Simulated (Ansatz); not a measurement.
Take a crystal in which Se has been replaced by Te on all its sites, with the cell rescaled by a rough guess (in some cases also distorted within its space group) and nothing relaxed:

```yaml
crystal:
  lattice:
    - [2.41419, -6.07770, 0.00000]
    - [2.41419, 6.07770, 0.00000]
    - [0.00000, 0.00000, 4.38084]
  atoms:
    - { symbol: Sn, position: [0.86283, 0.13717, 0.25000] }
    - { symbol: Sn, position: [0.13717, 0.86283, 0.75000] }
    - { symbol: Te, position: [0.66885, 0.33115, 0.25000] }
    - { symbol: Te, position: [0.33115, 0.66885, 0.75000] }
```

Level of theory: Ansatz, DFT PBEsol, scalar-relativistic, plane waves, PAW.

Plane waves to 420 eV, a k mesh through Γ of 8×8×8 on the computed 4-atom cell and Gaussian smearing (0.02 eV); no spin polarisation.

(1) Will this cell want to expand or contract, and how hard?

(2) Is it a metal on this mesh?

(3) What is its energy against the elements in their standard states?

Spin-orbit coupling is left out, which matters for the bands of heavy elements. The cell holds layers, and where no dispersion correction was added their binding is poorly described.

## Answers

(1) The pressure is 12.8 GPa (positive in compression), so the cell would expand.

(2) No: the gap is 0.06 eV, the least direct gap 0.99 eV.

(3) +0.520 eV/atom at this unrelaxed geometry, with the elements in the same functional.

This form isn't the usual stable structure of the compound, though it has been observed.